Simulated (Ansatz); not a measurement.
# Te: the cost of one run

Computed with Ansatz 0.2.0 (DFT PBE, scalar-relativistic, unless a step's input says otherwise).

## 1. The starting structure

Symmetry: P3_121, No. 152, trigonal system. The conventional cell has a = 4.458 Å, b = 4.458 Å, c = 5.925 Å, α = 90.00°, β = 90.00°, γ = 120.00°. Te (site symmetry 2) is surrounded by 2 Te at 2.79 Å.

Coordinates:

```cif
data_structure
_symmetry_space_group_name_H-M 'P3_121'
_symmetry_Int_Tables_number 152
_cell_length_a 4.4580
_cell_length_b 4.4580
_cell_length_c 5.9250
_cell_angle_alpha 90.000
_cell_angle_beta 90.000
_cell_angle_gamma 120.000
_cell_volume 101.98
loop_
_atom_site_label
_atom_site_type_symbol
_atom_site_symmetry_multiplicity
_atom_site_Wyckoff_symbol
_atom_site_fract_x
_atom_site_fract_y
_atom_site_fract_z
_atom_site_occupancy
Te1 Te 3 a 0.74500 0.00000 0.33333 1
```

The file gives the conventional cell by its symmetry; the runs use the cell typed in the input.

Atoms are numbered in the order of the input: Te1, Te2, Te3.

## 2. The deformed structure

Space group P3_121 before, P1 after.

## 3. All-electron LAPW

Input file input.yaml:

```yaml
crystal:
  lattice:
    - [4.4579994587, 0.0222899973, 0.0222899973]
    - [-2.2096960255, 3.8495957826, 0.0081587053]
    - [0.029625, 0.029625, 5.925]
  atoms:
    - { symbol: Te, position: [0.745, 0.0, 0.3333333333] }
    - { symbol: Te, position: [0.0, 0.745, 0.6666666667] }
    - { symbol: Te, position: [0.255, 0.255, 0.0] }
kpoints:
  mp_grid: { grid: [9, 9, 6] }
  band_path:
    path:
      - [0.0, 0.0, 0.0]
      - [0.0, -0.5, 0.0]
      - [0.0, 0.0, 0.5]
      - [0.0, 0.0, 0.0]
      - [-0.5, 0.0, 0.0]
      - [-0.5, 0.5, -0.5]
      - [0.0, 0.0, 0.0]
      - [-0.5, 0.0, -0.5]
      - [-0.5, 0.5, 0.0]
    npoints: 5
scf:
  occupations: { method: fermi_dirac, width: 0.08 }
hamiltonian:
  xc: pbe
  pseudopotentials: { kind: all_electron, lapw: { basis_error: 0.0005 } }
output:
  forces: true
  stress: true
  eigenvalues: true
```

The run is started by

```sh
> ansatz run input.yaml --threads 1 --pin off --max-ram 4096MiB --backend cpu --events-out ev --progress --plain --runs-dir out
```

What time and memory should one allow on 1 thread of Intel Xeon 6975P-C (Granite Rapids), shared host?

About 3.4 min, with a peak of 1.3 GiB.
